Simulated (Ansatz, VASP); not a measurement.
## BN in VASP and in Ansatz

Contents of INCAR:

```
PREC     = Accurate       # precision mode
ENCUT    = 520            # plane-wave cutoff, eV
EDIFF    = 1E-6           # SCF threshold, eV
ISMEAR   = 0              # smearing method
SIGMA    = 0.1            # smearing width, eV
LREAL    = F              # projectors in reciprocal space
LASPH    = T              # aspherical terms in the spheres
NELM     = 100            # most SCF steps
ALGO     = Normal         # electronic algorithm
ISIF     = 2              # what is computed and relaxed
LWAVE    = F              # write WAVECAR
LCHARG   = T              # write CHGCAR
GGA      = PE             # functional
LELF     = T              # ELF
LVHAR    = T            
NBANDS   = 11             # bands
```

KPOINTS

```
Automatic mesh
0
Gamma
  13 13 13
```

The input POSCAR:

```
BN
1.0
    0.0000000000      3.4953158300      2.1660912400
    1.2516321000      0.0000000000      2.1660912400
    1.2516321000      3.4953158300      0.0000000000
N B
1 1
Direct
    0.6666513400      0.6666513400      0.3333486600
    0.0000486500      0.0000486500      0.9999513500
```

File input.yaml:

```yaml
crystal:
  lattice:
    - [0.0, 3.49531583, 2.16609124]
    - [1.2516321, 0.0, 2.16609124]
    - [1.2516321, 3.49531583, 0.0]
  atoms:
    - { symbol: "N", position: [0.66665134, 0.66665134, 0.33334866] }
    - { symbol: B, position: [4.865e-05, 4.865e-05, 0.99995135] }
kpoints:
  mp_grid: { grid: [13, 13, 13] }
scf:
  occupations: { method: gaussian, width: 0.1 }
hamiltonian:
  xc: pbe
  pseudopotentials: { kind: all_electron, lapw: { basis_error: 0.001 } }
output:
  forces: true
  stress: true
  eigenvalues: true
```

Measurements of this composition are mostly on another form, of space group No. 194.

Alike in both runs: task single point; functional PBE; k mesh 13 × 13 × 13; occupations gaussian, width 0.1 eV; no spin polarisation.

```csv
,VASP,Ansatz
version,VASP 6.6.1,Ansatz 0.2.0
potentials or method,"VASP PAW PBE potentials, release 64 (N, B)","all-electron LAPW, scalar-relativistic"
plane-wave cutoff (eV),520,see its input
```

Ansatz gave:

```
gap on the k mesh at the Fermi level (eV)       : 3.90
least direct gap on the mesh (eV)               : 4.65
pressure (GPa)                                  : 3.2
largest component of the traceless stress (GPa) : 1.45
rms of the force components (eV/Å)              : 0.006
```

**Question.** Estimate VASP's values.

**Answer.** gap on the k mesh at the Fermi level (eV): 3.90; least direct gap on the mesh (eV): 4.65; pressure (GPa): 3.3; largest component of the traceless stress (GPa): 1.69; rms of the force components (eV/Å): 0.006.

Atom by atom the forces differ by 0.000 eV/Å (rms over components). Ansatz ran all-electron here, so the differences hold the error of VASP's frozen core and of both bases.

Caveats: an odd mesh through Γ misses points on the zone boundary, where band edges often lie. As with any semilocal functional, this PBE gap is likely too small.
